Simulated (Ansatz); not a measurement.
# GaAs (F-43m) in Ansatz: further runs

The runs below take GaAs through band structure, single point, equation of state, with PBE, revPBE0.

Program: Ansatz 0.2.0. These are calculated values, not measurements. Logs are shortened: lines on timing, memory, paths and dates and some standing lists are left out, and cuts for length are marked.

**Measured values to compare with.**

“Evidence of valence band perturbations in GaAsN/GaAs(001): A combined variable-angle spectroscopic ellipsometry and modulated photoreflectance investigation”, 2008, arxiv:0805.2212 reports, for a bulk crystal of GaAs at 300 K: band gap 1.418 ± 0.005 eV (direct).

The results are compared with them further down.

**1. Starting point**

Symmetry: F-43m, No. 216, cubic system. Conventional cell: a = 5.654 Å, b = 5.654 Å, c = 5.654 Å, α = 90.00°, β = 90.00°, γ = 90.00°. Around As (site symmetry -43m) lie 4 Ga at 2.45 Å. Ga (site symmetry -43m) is surrounded by 4 As at 2.45 Å.

**2. Band structure, PBE**

File input.yaml:

```yaml
crystal:
  lattice:
    - [0.0, 2.82685, 2.82685]
    - [2.82685, 0.0, 2.82685]
    - [2.82685, 2.82685, 0.0]
  atoms:
    - { symbol: As, position: [0.75, 0.75, 0.75] }
    - { symbol: Ga, position: [0.0, 0.0, 0.0] }
hamiltonian:
  xc: pbe
  pseudopotentials: { kind: nc, source: spms }
kpoints:
  mp_grid: { grid: [8, 8, 8] }
  band_path:
    path:
      - [[0.0, 0.0, 0.0], [0.5, 0.0, 0.5], [0.5, 0.25, 0.75], [0.375, 0.375, 0.75], [0.0, 0.0, 0.0], [0.5, 0.5, 0.5], [0.625, 0.25, 0.625], [0.5, 0.25, 0.75], [0.5, 0.5, 0.5], [0.375, 0.375, 0.75]]
      - [[0.625, 0.25, 0.625], [0.5, 0.0, 0.5]]
    npoints: 14
scf:
  occupations: { method: fermi_dirac, width: 0.05 }
  n_extra_bands: 6
output:
  forces: true
  stress: true
  eigenvalues: true
  fatbands: false
```

Potentials or basis: SPMS NC.

Started as:

```console
> ansatz run input.yaml --threads 2 --pin off --max-ram 5120MiB --backend cpu --events-out ev --progress --plain --runs-dir out
```

The program printed:

```text
Warning: RAYON_NUM_THREADS=2 ignored (pool sized by the plan → 2); use --threads N
scf.n_extra_bands = 6 over 14 filled bands (N_el = 28.0): the run solves 20 bands
Engine: ansatz 0.2.0, aarch64-unknown-linux-gnu
Pseudopotentials: kind: nc
Pseudopotential: As, nc, valence charge 15, recommended cutoff 816.3415873796399 eV (normal), As.nc.azcp
Pseudopotential: Ga, nc, valence charge 13, recommended cutoff 925.187132363592 eV (normal), Ga.nc.azcp
Functional definition: PBE
  parameter kappa = 0.804
  parameter beta = 0.06672455060314922
  exchange = pbe_x(kappa = kappa, mu = beta*pi^2/3)
  correlation = pbe_c(beta = beta)
Crystal: 2 atoms, lattice volume = 45.179 Å³
Basis set: ecut = 925.187132363592 eV, 2891 PW (Γ), exchange–correlation on 80×80×80 points (8 copies of the dense FFT grid, shifted against one another)
Bands: 20, of which v1, the nominal top of the filled ones, is band 14 counted from 1 (13 counted from 0)
Symmetry: 24 space group operations
Space group: F-43m (ITA 216), of the structure as read, at distance tolerance 3.6e-5 Å
k-points: 29 of 512 (time reversal used)
Non-local potential: As, projectors of the file, l = 0: 2, l = 1: 2, l = 2: 2
Non-local potential: Ga, projectors of the file, l = 0: 2, l = 1: 2, l = 2: 2
Initial density: superposition of atomic densities (chi_scale 0.1, normalization cell, long waves kept (reshape's long-wave potential 0.00 eV rms))
Initial wavefunctions: pseudopotential atomic-orbital guess
Functional: x = pbe(κ = 0.804, μ = 0.2195149727645171), c = pbe(β = 0.06672455060314922)
SCF iter   1: F=—  HF=-4702.676537 eV  |F-HF|=—  |Δ(HF+E_count)|=         —  Δρ=3.41e-2  dr2=4.05e-1  ethr=3.10e-3  ⟨swp⟩=5.7  Hψ=2815  notcnv=0  defer=7
preconditioner: auto → none  [insulator: Δε(μ)=0.475 eV  Ē_g=17.437 eV  σ=0.050 eV  W_gap=0.98  n_scr=14 (ndim 8)  ℏωp=23.4 eV  f_vac=0.001  D(μ)=0.00/eV (n_scr^D=0)  ε∞_Penn≈2.8]
SCF iter   2: F=—  HF=-4702.608079 eV  |F-HF|=—  |Δ(HF+E_count)|=   6.85e-2  Δρ=1.50e-2  dr2=7.72e-2  ethr=1.45e-3  ⟨swp⟩=2.0  Hψ=942  notcnv=0  defer=40
SCF iter   3: F=—  HF=-4702.603902 eV  |F-HF|=—  |Δ(HF+E_count)|=   4.18e-3  Δρ=3.41e-3  dr2=6.06e-3  ethr=2.76e-4  ⟨swp⟩=2.4  Hψ=859  notcnv=0  defer=41
SCF iter   4: F=—  HF=-4702.602202 eV  |F-HF|=—  |Δ(HF+E_count)|=   1.70e-3  Δρ=1.15e-3  dr2=1.49e-4  ethr=2.16e-5  ⟨swp⟩=3.0  Hψ=906  notcnv=0  defer=41
SCF iter   5: F=—  HF=-4702.602248 eV  |F-HF|=—  |Δ(HF+E_count)|=   4.61e-5  Δρ=1.29e-4  dr2=4.69e-6  ethr=5.32e-7  ⟨swp⟩=2.0  Hψ=946  notcnv=0  defer=41
SCF iter   6: F=—  HF=-4702.602268 eV  |F-HF|=—  |Δ(HF+E_count)|=   1.97e-5  Δρ=2.43e-5  dr2=1.56e-7  ethr=1.68e-8  ⟨swp⟩=2.3  Hψ=940  notcnv=0  defer=41
SCF iter   7: F=-4702.602268 eV  HF=-4702.602268 eV  |F-HF|=1.36e-8  |Δ(HF+E_count)|=   1.81e-7  Δρ=6.14e-6  dr2=7.79e-9  ethr=3.57e-10  ⟨swp⟩=9.9  Hψ=2914  notcnv=0
SCF 1 converged in 7 iterations: F = -4702.602268 eV  dr2 = 7.79e-9
NSCF: frozen V_eff on 142 k-points
SCF converged after 7 iterations
Free energy (F): -4702.602268 eV
Harris-Foulkes:  -4702.602268 eV  (|F-HF|=1.36e-8)
Internal energy: -4702.602243 eV  (E = F + TS)
E sigma→0 (E₀):  -4702.602256 eV
Entropy (-TS):   -0.000025 eV (-0.013 meV/atom)
Fermi energy:    9.558080 eV
--- Per-component energies (eV) ---
  E_band       = -282.853275
  E_kinetic    = 3240.442143
  E_local      = -3332.219773  (includes V_loc(G=0)·N_el)
  E_nonlocal   = -2197.389645
  E_hartree    = 1381.643475
  E_xc         = -1096.350657
  E_vxc        = -756.971226  (∫ρ·V_xc dr)
  E_ewald      = -2698.727786
  E_smearing   = -0.000025  (= −TS)
  E_closure    = -0.000000  (closes the sum)
  Σ components = -4702.602268   (vs F -4702.602268, Δ=0.00e0)
--- Forces (eV/Å), atoms counted from 1 ---
  atom   1  As     0.00000000    -0.00000000    -0.00000000
  atom   2  Ga    -0.00000000     0.00000000     0.00000000
  max |Σ_I F_I| component: 7.40e-17 eV/Å
--- Stress (GPa, compression-positive) ---
        3.489761       0.000000       0.000000
        0.000000       3.489761       0.000000
        0.000000       0.000000       3.489761
  P = ⅓ Tr σ = 3.4898 GPa (34.898 kbar)
--- Band table (eV; the first three rows and the last of 29) ---
  k-point 0: bands = ["-25.9513", "-25.9513", "-25.9513", "-25.9398", "-25.9398", "-5.5585", "-5.5585", "-5.5585", "-5.4805", "-5.4805", "-3.4569", "9.2717", "9.2717", "9.2717", "9.7861", "13.0210", "13.0210", "13.0210", "16.8751", "19.4487"]
  k-point 1: bands = ["-25.9513", "-25.9512", "-25.9512", "-25.9398", "-25.9398", "-5.5718", "-5.5549", "-5.5549", "-5.4807", "-5.4807", "-3.2747", "7.3090", "9.0363", "9.0363", "10.8647", "13.3685", "13.3685", "13.4784", "17.8136", "18.5826"]
  k-point 2: bands = ["-25.9512", "-25.9509", "-25.9509", "-25.9397", "-25.9397", "-5.6011", "-5.5472", "-5.5472", "-5.4803", "-5.4803", "-2.7659", "5.1352", "8.5951", "8.5951", "10.7272", "13.8863", "13.8863", "15.2342", "18.2594", "18.3398"]
  k-point 28: bands = ["-25.9510", "-25.9506", "-25.9495", "-25.9400", "-25.9392", "-5.6565", "-5.5270", "-5.5145", "-5.4910", "-5.4769", "-0.9031", "2.6468", "5.7405", "5.9346", "13.9004", "14.0025", "14.6954", "15.3322", "20.3516", "21.5662"]
```

bands.tsv:

```text
# k_distance	band_0	band_1	band_2	band_3	band_4	band_5	band_6	band_7	band_8	band_9	band_10	band_11	band_12	band_13	band_14	band_15	band_16	band_17	band_18	band_19
# fermi_ev = 9.558080
[... 158 lines left out ...]
7.077782	-35.510225	-35.507617	-35.507612	-35.498403	-35.496958	-15.226981	-15.068050	-15.067443	-15.063593	-15.026504	-10.517006	-7.094050	-3.015715	-2.951871	1.230353	1.441575	9.770079	9.820906	10.681296	12.791100
7.105848	-35.510236	-35.507609	-35.507607	-35.498408	-35.496952	-15.227192	-15.067511	-15.067335	-15.064065	-15.026395	-10.518023	-7.097165	-2.974781	-2.958540	1.201009	1.394904	9.862004	9.876508	10.696247	12.914323
7.133914	-35.510240	-35.507605	-35.507605	-35.498410	-35.496948	-15.227263	-15.067298	-15.067298	-15.064255	-15.026358	-10.518373	-7.098208	-2.960764	-2.960764	1.188908	1.381302	9.895473	9.895473	10.697747	13.038559
```

Run time: 11 s. Hardware: 2 threads of Arm Neoverse V1, shared host; peak memory 0.41 GiB.

Results:

```yaml
Free_energy: -4702.6023 eV
Pressure: 3.5 GPa
Band_gap_on_the_k_mesh: 0.51 eV, direct
Band_gap_along_the_path: 0.51 eV, direct
```

Levels at the corners of the path, in eV from the valence-band top:
```tsv
point	band 10	band 11	band 12	band 13	band 14	band 15	band 16	band 17	band 18	band 19
Γ	-14.75	-12.73	0.00	0.00	0.00	0.51	3.75	3.75	3.75	7.60
X	-14.74	-10.23	-6.81	-2.67	-2.67	1.48	1.67	10.18	10.18	10.98
W	-14.75	-10.17	-6.62	-3.53	-3.34	4.63	4.73	5.42	6.06	11.08
K	-14.75	-10.27	-6.62	-3.85	-2.25	1.97	4.65	7.97	8.08	8.68
Γ	-14.75	-12.73	0.00	0.00	0.00	0.51	3.75	3.75	3.75	7.60
L	-14.75	-10.97	-6.63	-1.14	-1.14	1.00	4.65	4.65	7.77	10.41
U	-14.75	-10.27	-6.62	-3.85	-2.25	1.97	4.65	7.97	8.08	8.68
W	-14.75	-10.17	-6.62	-3.53	-3.34	4.63	4.73	5.42	6.06	11.08
L	-14.75	-10.97	-6.63	-1.14	-1.14	1.00	4.65	4.65	7.77	10.41
K	-14.75	-10.27	-6.62	-3.85	-2.25	1.97	4.65	7.97	8.08	8.68
U	-14.75	-10.27	-6.62	-3.85	-2.25	1.97	4.65	7.97	8.08	8.68
X	-14.74	-10.23	-6.81	-2.67	-2.67	1.48	1.67	10.18	10.18	10.98
```

(Continued in part 2 of 2.)
